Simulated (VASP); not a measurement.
# SrO (Fm-3m) in VASP: further runs, part 2 of 2

VASP 6.6.1. The steps go on from the part before.

**4. Band structure, TB-mBJ**

File POSCAR:

```
SrO
1.0
    0.0000000000      2.5663000000      2.5663000000
    2.5663000000      0.0000000000      2.5663000000
    2.5663000000      2.5663000000      0.0000000000
Sr O
1 1
Direct
    0.5000000000      0.5000000000      0.5000000000
    0.0000000000      0.0000000000      0.0000000000
```

File INCAR.step1:

```
ALGO = Normal ; EDIFF = 1E-5
ENCUT = 520 ; GGA = PE
ISIF = 2 ; ISMEAR = 0
LASPH = True ; LCHARG = False
LREAL = False ; LWAVE = True
NELM = 80 ; PREC = Accurate
SIGMA = 0.02
```

File INCAR.step2:

```
ALGO = Normal ; EDIFF = 1E-6
ENCUT = 520 ; ISIF = 2
ISMEAR = 0 ; ISTART = 1
LASPH = True ; LCHARG = False
LREAL = False ; LWAVE = False
METAGGA = MBJ ; NELM = 80
PREC = Accurate ; SIGMA = 0.02
```

File KPOINTS:

```
k-points
0
Gamma
  10 10 10
```

File KPOINTS_OPT:

```
path GXWKGLUWLK,UX
20
line-mode
reciprocal
 0.0000000000  0.0000000000  0.0000000000  G
 0.5000000000  0.0000000000  0.5000000000  X

 0.5000000000  0.0000000000  0.5000000000  X
 0.5000000000  0.2500000000  0.7500000000  W

 0.5000000000  0.2500000000  0.7500000000  W
 0.3750000000  0.3750000000  0.7500000000  K

 0.3750000000  0.3750000000  0.7500000000  K
 0.0000000000  0.0000000000  0.0000000000  G

 0.0000000000  0.0000000000  0.0000000000  G
 0.5000000000  0.5000000000  0.5000000000  L

 0.5000000000  0.5000000000  0.5000000000  L
 0.6250000000  0.2500000000  0.6250000000  U

 0.6250000000  0.2500000000  0.6250000000  U
 0.5000000000  0.2500000000  0.7500000000  W

 0.5000000000  0.2500000000  0.7500000000  W
 0.5000000000  0.5000000000  0.5000000000  L

 0.5000000000  0.5000000000  0.5000000000  L
 0.3750000000  0.3750000000  0.7500000000  K

 0.6250000000  0.2500000000  0.6250000000  U
 0.5000000000  0.0000000000  0.5000000000  X
```

Potentials or basis: VASP PAW PBE potentials, release 64 (Sr_sv, O).

The run is started by

```console
$ cat potpaw_PBE.64/Sr_sv/POTCAR potpaw_PBE.64/O/POTCAR > POTCAR
$ cp INCAR.step1 INCAR
$ mpirun -np 1 vasp_std > vasp.out
$ cp INCAR.step2 INCAR
$ mpirun -np 1 vasp_std > vasp.out
```

OUTCAR:

```text
EDIFF = 1E-6
   ENCUT = 520
   ISIF = 2
   ISMEAR = 0
   ISTART = 1
   LASPH = True
   LREAL = False
   METAGGA = MBJ
   NELM = 80
   PREC = Accurate

 ion  position               nearest neighbor table
   1  0.500  0.500  0.500-   2 2.57   2 2.57   2 2.57   2 2.57   2 2.57   2 2.57
   2  0.000  0.000  0.000-   1 2.57   1 2.57   1 2.57   1 2.57   1 2.57   1 2.57

  LATTYP: Found a face centered cubic cell.
 ALAT       =     5.1326000000

  Lattice vectors:

 A1 = (   0.0000000000,   2.5663000000,   2.5663000000)
 A2 = (   2.5663000000,   0.0000000000,   2.5663000000)
 A3 = (   2.5663000000,   2.5663000000,   0.0000000000)

Analysis of symmetry for initial positions (statically):
=====================================================================
 Subroutine PRICEL returns:
 Original cell was already a primitive cell.

 Routine SETGRP: Setting up the symmetry group for a
 face centered cubic supercell.

 Subroutine GETGRP returns: Found 48 space group operations
 (whereof 48 operations were pure point group operations)
 out of a pool of 48 trial point group operations.

The static configuration has the point symmetry O_h .

Analysis of symmetry for dynamics (positions and initial velocities):
[... 166 lines left out ...]

 k-point     1 :       0.0000    0.0000    0.0000
  band No.  band energies     occupation
      1     -30.6104      2.00000
      2     -13.8966      2.00000
      3     -12.2008      2.00000
      4     -12.2008      2.00000
      5     -12.2008      2.00000
      6       2.3883      2.00000
      7       2.3883      2.00000
      8       2.3885      2.00000
      9       8.4969      0.00000
     10       9.6750      0.00000
     11       9.6750      0.00000
     12       9.6750      0.00000
[... 331 lines left out ...]
 k-point    24 :       0.4000    0.3000    0.0000
  band No.  band energies     occupation
      1     -30.4895      2.00000
      2     -14.3541      2.00000
      3     -12.4799      2.00000
      4     -12.4205      2.00000
      5     -12.1622      2.00000
      6       1.5069      2.00000
      7       2.1459      2.00000
      8       2.1913      2.00000
      9       7.8978      0.00000
     10      10.9780      0.00000
     11      12.4453      0.00000
     12      12.6306      0.00000

 [... further k-points ...]
[... 5 lines left out ...]
  --------------------------------------------------------------------------------------
  -------------------------------------------------------------------------------------
  Total      -12.7460660    -12.7460660    -12.7460660     -0.0000000     -0.0000000      0.0000000
  in kB     -604.1356676   -604.1356676   -604.1356676     -0.0000000     -0.0000000      0.0000000
  external PRESSURE =    -604.1356676 kB  Pullay stress =       0.0000000 kB

 VOLUME and BASIS-vectors are now :
 -----------------------------------------------------------------------------
  energy-cutoff  :      520.00
  volume of cell :       33.80
      direct lattice vectors                 reciprocal lattice vectors
     0.000000000  2.566300000  2.566300000    -0.194833028  0.194833028  0.194833028
     2.566300000  0.000000000  2.566300000     0.194833028 -0.194833028  0.194833028
     2.566300000  2.566300000  0.000000000     0.194833028  0.194833028 -0.194833028

 POSITION                                       TOTAL-FORCE (eV/Angst)
 -----------------------------------------------------------------------------------
      2.56630      2.56630      2.56630         0.000000     -0.000000      0.000000
      0.00000      0.00000      0.00000        -0.000000      0.000000     -0.000000
 -----------------------------------------------------------------------------------
    total drift:                                0.000000      0.000000      0.000000

  FREE ENERGIE OF THE ION-ELECTRON SYSTEM (eV)
  ---------------------------------------------------
  free  energy   TOTEN  =       163.1915860615 eV

  energy  without entropy=      163.1915860615  energy(sigma->0) =      163.19158606
```

OUTCAR.step1:

```text
EDIFF = 1E-5
   ENCUT = 520
   GGA = PE
   ISIF = 2
   ISMEAR = 0
[... 582 lines left out ...]
 -----------------------------------------------------------------------------------
      2.56630      2.56630      2.56630        -0.000000      0.000000      0.000000
      0.00000      0.00000      0.00000         0.000000     -0.000000     -0.000000
 -----------------------------------------------------------------------------------
    total drift:                                0.000000      0.000000      0.000000

  FREE ENERGIE OF THE ION-ELECTRON SYSTEM (eV)
  ---------------------------------------------------
  free  energy   TOTEN  =       -12.0370467443 eV

  energy  without entropy=      -12.0370467443  energy(sigma->0) =      -12.03704674
```

It took 1.8 min on 1 thread of Intel Xeon Platinum 8488C (Sapphire Rapids), shared host; peak memory 0.19 GiB.

Results:

```
Band gap on the k mesh  : 4.91 eV, indirect (least direct gap 4.98 eV)
Band gap along the path : 4.91 eV, indirect (least direct gap 4.98 eV)
```

Levels at the corners of the path, in eV from the valence-band top:
```tsv
point	band 4	band 5	band 6	band 7	band 8	band 9	band 10	band 11	band 12
Γ	-14.59	-14.59	0.00	0.00	0.00	6.11	7.29	7.29	7.29
X	-14.88	-14.88	-0.32	-0.07	-0.07	4.91	8.58	10.27	11.34
X	-14.88	-14.88	-0.32	-0.07	-0.07	4.91	8.58	10.27	11.34
W	-15.11	-14.24	-1.00	-0.31	-0.31	7.44	7.44	9.15	11.36
W	-15.11	-14.24	-1.00	-0.31	-0.31	7.44	7.44	9.15	11.36
K	-14.80	-14.40	-0.76	-0.53	-0.34	6.27	9.29	9.34	10.65
K	-14.80	-14.40	-0.76	-0.53	-0.34	6.27	9.29	9.34	10.65
Γ	-14.59	-14.59	0.00	0.00	0.00	6.11	7.29	7.29	7.29
Γ	-14.59	-14.59	0.00	0.00	0.00	6.11	7.29	7.29	7.29
L	-14.65	-13.76	-1.69	-1.04	-1.04	7.86	9.60	9.60	10.79
L	-14.65	-13.76	-1.69	-1.04	-1.04	7.86	9.60	9.60	10.79
U	-14.80	-14.40	-0.76	-0.53	-0.34	6.27	9.29	9.34	10.65
U	-14.80	-14.40	-0.76	-0.53	-0.34	6.27	9.29	9.34	10.65
W	-15.11	-14.24	-1.00	-0.31	-0.31	7.44	7.44	9.15	11.36
W	-15.11	-14.24	-1.00	-0.31	-0.31	7.44	7.44	9.15	11.40
L	-14.65	-13.76	-1.69	-1.04	-1.04	7.86	9.60	9.60	10.79
L	-14.65	-13.76	-1.69	-1.04	-1.04	7.86	9.60	9.60	10.79
K	-14.80	-14.40	-0.76	-0.53	-0.34	6.27	9.29	9.34	10.65
U	-14.80	-14.40	-0.76	-0.53	-0.34	6.27	9.29	9.34	10.65
X	-14.88	-14.88	-0.32	-0.07	-0.07	4.91	8.58	10.27	11.34
```

Caveat: the PAW data sets were made with another functional, which shifts forces and pressure a little.

**5. Overview**

| level | k mesh | grid for exact exchange (PRECFOCK) | exchange at q = 0 | gap on the mesh (eV) | pressure (GPa) |
| --- | --- | --- | --- | --- | --- |
| HSE03 | 6 × 6 × 6 | Fast | - | 4.49 | 1.8 |
| PBE0 | 6 × 6 × 6 | Fast | truncated | 5.47 | 1.7 |
| TB-mBJ | 10 × 10 × 10 | - | - | 4.91 | - |

Alike in all rows: task band structure; potentials or basis VASP PAW PBE potentials, release 64 (Sr_sv, O); no spin polarisation; cell as given; cutoff (eV) 520; smearing gaussian 0.02 eV.

On the cell as given the gap runs from 4.49 eV (HSE03) to 5.47 eV (PBE0); the meshes differ, which moves gaps too.

Caveats: the PAW data sets were made with another functional, which shifts forces and pressure a little.

Total energies depend on the potentials used, so only differences within one code and one set of settings carry meaning.
